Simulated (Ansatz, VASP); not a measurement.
## One calculation of BN, two programs

```xyz
2
Lattice="0.0000 1.7831 1.7831 1.7831 0.0000 1.7831 1.7831 1.7831 0.0000" Properties=species:S:1:pos:R:3 pbc="T T T"
B     0.0000    0.0000    0.0000
N     2.6746    2.6746    2.6746
```

Change from the starting cell: volume scaled by 0.96, crystal datasets.

Alike in both runs: task electric field gradients; functional PBE; k mesh 13 × 13 × 13; occupations fermi-dirac, width 0.03 eV; no spin polarisation.

|  | VASP | Ansatz |
| --- | --- | --- |
| version | VASP 6.6.1 | Ansatz 0.2.0 |
| potentials or method | VASP PAW PBE potentials, release 64 (B, N), cutoff 520 eV | all-electron PAW with datasets made for the crystal, scalar-relativistic |

Ansatz gave:

```
gap on the k mesh at the Fermi level (eV)                      : 4.59
pressure (GPa)                                                 : 19.9
Vzz of the field gradient on the site that differs most (V/Å²) : 0.0
```

Task: Which values does VASP return?

Result: gap on the k mesh at the Fermi level (eV): 4.58; pressure (GPa): 20.2; Vzz of the field gradient on the site that differs most (V/Å²): 0.0.

Ansatz ran all-electron here, so the differences hold the error of VASP's frozen core and of both bases.

Caveats: so large a pressure means that the cell lies far from this level's equilibrium, or that cutoff or potentials fall short (VASP); an odd mesh through Γ misses points on the zone boundary, where band edges often lie.
